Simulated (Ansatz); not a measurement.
Here is an Ansatz 0.2.0 calculation.

Contents of input.yaml:

```yaml
crystal:
  lattice:
    - [0.0, 2.72525, 2.72525]
    - [2.72525, 0.0, 2.72525]
    - [2.72525, 2.72525, 0.0]
  atoms:
    - { symbol: Ga, position: [0.0, 0.0, 0.0] }
    - { symbol: P, position: [0.75, 0.75, 0.75] }
kpoints:
  mp_grid: { grid: [8, 8, 8] }
scf:
  occupations: { method: gaussian, width: 0.014 }
hamiltonian:
  xc: pbe
  pseudopotentials: { kind: all_electron, lapw: { basis_error: 0.001 } }
output:
  forces: true
  stress: true
  eigenvalues: true
```

Potentials or basis: all-electron LAPW, scalar-relativistic.

Command:

```bash
$ ansatz run input.yaml --threads 1 --pin off --max-ram 3072MiB --backend cpu --events-out ev --progress --plain --runs-dir out
```

Q: Predict the pressure.

A: 2.5 GPa.

Q: Estimate the band gap on the k mesh.

A: 1.64 eV, indirect (least direct gap 1.83 eV).

**Experimental background.**

“Stacking defects in GaP nanowires: Electronic structure and optical properties”, 2018, arxiv:1810.01194 quotes, for a bulk crystal of GaP at 10 K: band gap 2.34 eV (indirect).

A measured gap of GaP is 2.34 eV (indirect; 10 K; quoted in “Stacking defects in GaP nanowires: Electronic structure and optical properties”, 2018, arxiv:1810.01194); the calculated 1.64 eV misses it by -0.70 eV. Spin-orbit coupling on Ga is left out. The value is that of PBE on a finite k mesh, which can miss the band edges, without temperature or zero-point motion. Semilocal functionals fall short of measured gaps as a rule.
